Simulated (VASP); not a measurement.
Wanted: the native input for a VASP 6.6.1 run.

```
Task                   : single point
Functional             : r2SCAN
Dispersion             : D3(BJ)
Potentials or basis    : VASP PAW PBE potentials, release 64 (C, H, Si)
Cutoff                 : 520 eV
k mesh                 : 1 × 1 × 1
Occupations            : fermi-dirac, width 0.05 eV
Spin                   : no spin polarisation
Dipole correction      : no
Further INCAR settings : LREAL = Auto; ALGO = Normal; EDIFF = 1e-06; NBANDS = 58
```

The system is SiH10C2.

```
CELL_PARAMETERS angstrom
8.46793 0.00000 0.00000
0.00000 8.46793 0.00000
0.00000 0.00000 8.46793
ATOMIC_POSITIONS crystal
C 0.16235 0.18864 0.66366
C 0.19503 0.32530 0.54167
C 0.12221 0.67013 0.08525
C 0.12579 0.64058 0.90311
C 0.66426 0.88344 0.77583
C 0.68307 0.88310 0.59457
H 0.22906 0.21232 0.76826
H 0.05266 0.19897 0.71634
H 0.18249 0.07207 0.60749
H 0.13918 0.29880 0.43059
H 0.14292 0.44078 0.58028
H 0.31534 0.35967 0.51314
H 0.10208 0.79241 0.10782
H 0.03499 0.59346 0.14800
H 0.23676 0.64859 0.13754
H 0.15063 0.52628 0.84277
H 0.01138 0.66636 0.85821
H 0.22226 0.71652 0.84935
H 0.64619 0.00578 0.80740
H 0.55949 0.82905 0.80758
H 0.76232 0.81817 0.81931
H 0.71030 0.75413 0.55642
H 0.57262 0.91162 0.54160
H 0.77266 0.95467 0.54750
H 0.41067 0.37385 0.23085
H 0.33490 0.09816 0.23758
H 0.20859 0.30952 0.05407
H 0.48739 0.20558 0.02315
H 0.03571 0.00353 0.09008
H 0.99549 0.24836 0.18226
H 0.83529 0.16874 0.97589
H 0.78745 0.05909 0.23956
H 0.75767 0.50333 0.80942
H 0.49891 0.56198 0.95278
H 0.70380 0.39555 0.06296
H 0.75037 0.67972 0.05032
Si 0.34640 0.23510 0.13203
Si 0.89871 0.11745 0.12750
Si 0.67349 0.53835 0.97033
```

The cell was built by a generator and needn't be a form met in nature.

These files were run (other wordings do the same):

POSCAR

```
SiH10C2
1.0
    8.4679300000      0.0000000000      0.0000000000
    0.0000000000      8.4679300000      0.0000000000
    0.0000000000      0.0000000000      8.4679300000
C H Si
6 30 3
Direct
    0.1623537275      0.1886411437      0.6636568795
    0.1950299542      0.3252979181      0.5416672079
    0.1222140476      0.6701283549      1.0852475162
    0.1257922538      0.6405815825      0.9031132756
    0.6642591519      0.8834390459      0.7758330548
    0.6830713055      0.8830965773      0.5945726996
    0.2290642459      0.2123187131      0.7682633182
    0.0526574972      0.1989742475      0.7163379952
    0.1824885184      0.0720719231      0.6074920317
    0.1391839564      0.2987979353      0.4305892940
    0.1429156831      0.4407806867      0.5802834931
    0.3153427107      0.3596746785      0.5131360321
    0.1020792567      0.7924132580      1.1078150150
    0.0349908419      0.5934626290      1.1480019320
    0.2367638844      0.6485882618      1.1375389263
    0.1506271308      0.5262797401      0.8427679492
    0.0113841281      0.6663612004      0.8582144633
    0.2222621113      0.7165151342      0.8493457079
    0.6461909817      1.0057829954      0.8073992109
    0.5594873836      0.8290455873      0.8075763498
    0.7623232596      0.8181692574      0.8193147558
    0.7103034626      0.7541276321      0.5564169756
    0.5726192824      0.9116159439      0.5415963524
    0.7726563635      0.9546725115      0.5475009831
    0.4106670698      0.3738457923      0.2308474444
    0.3348988478      0.0981585818      0.2375787235
    0.2085869864      0.3095207447      0.0540746086
    0.4873918419      0.2055756247      0.0231461526
    1.0357076641      0.0035309692      0.0900810470
    0.9954853193      0.2483605793      0.1822641425
    0.8352926866      0.1687425380     -0.0241145120
    0.7874533682      0.0590935447      0.2395626794
    0.7576704106      0.5033343450      0.8094185946
    0.4989058719      0.5619791378      0.9527830296
    0.7037965595      0.3955512150      1.0629634397
    0.7503722870      0.6797174752      1.0503157206
    0.3464010685      0.2350987786      0.1320275439
    0.8987084211      0.1174549152      0.1275045968
    0.6734939944      0.5383488054      0.9703315923
```

INCAR.step1

```
ALGO = Normal
EDIFF = 1E-4
ENCUT = 520
GGA = PE
ISMEAR = -1
LASPH = True
LCHARG = False
LREAL = Auto
LWAVE = True
NBANDS = 58
NELM = 80
PREC = Accurate
SIGMA = 0.05
```

INCAR.step2

```
ALGO = Normal
EDIFF = 1E-6
ENCUT = 520
ISIF = 2
ISMEAR = -1
ISTART = 1
IVDW = 12
LASPH = True
LCHARG = False
LMIXTAU = True
LREAL = Auto
LWAVE = False
METAGGA = R2SCAN
NBANDS = 58
NELM = 80
PREC = Accurate
SIGMA = 0.05
VDW_A1 = 0.49484001
VDW_A2 = 5.73083694
VDW_S6 = 1.0
VDW_S8 = 0.78981345
```

KPOINTS

```
k-points
0
Gamma
  1 1 1
```

Potentials or basis: VASP PAW PBE potentials, release 64 (C, H, Si).

The run is started by

```bash
$ cat potpaw_PBE.64/C/POTCAR potpaw_PBE.64/H/POTCAR potpaw_PBE.64/Si/POTCAR > POTCAR
$ cp INCAR.step1 INCAR
$ mpirun -np 1 vasp_gam > vasp.out
$ cp INCAR.step2 INCAR
$ mpirun -np 1 vasp_gam > vasp.out
```

Results of the run:

- Pressure: -0.1 GPa
- Largest force: 3.543 eV/Å
- Band gap on the k mesh: 6.80 eV, direct
- Dispersion energy per atom: -0.016 eV

Caveat: the PAW data sets were made with another functional, which shifts forces and pressure a little.

Wall time 5.3 min on 1 thread of Intel(R) Xeon(R) Platinum 8559C (Emerald Rapids), on a shared host, peak memory 0.61 GiB.
